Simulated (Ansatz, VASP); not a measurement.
Ni: VASP beside Ansatz

```xyz
1
Lattice="-1.3042 1.3042 1.3042 1.3042 -1.3042 1.3042 1.3042 1.3042 -1.3042" Properties=species:S:1:pos:R:3 pbc="T T T"
Ni    0.0000    0.0000    0.0000
```

Change from the starting cell: volume scaled by 0.88, LAPW.

Alike in both runs: task single point; functional LDA; k mesh 22 × 22 × 22; occupations fermi-dirac, width 0.1 eV; collinear spin.

```csv
,VASP,Ansatz
version,VASP 6.6.1,Ansatz 0.2.0
potentials or method,"VASP PAW LDA potentials, release 64 (Ni), cutoff 520 eV","all-electron LAPW, scalar-relativistic"
```

```csv
,VASP,Ansatz,Ansatz less VASP
pressure (GPa),42.3,42.8,+0.44
net moment per atom (μB),0.01,0.00,-0.006
```

Ansatz ran all-electron here, so the differences hold the error of VASP's frozen core and of both bases. Ansatz warned: «seeded_moment_not_kept».

Caveats: so large a pressure means that the cell lies far from this level's equilibrium, or that cutoff or potentials fall short (VASP).
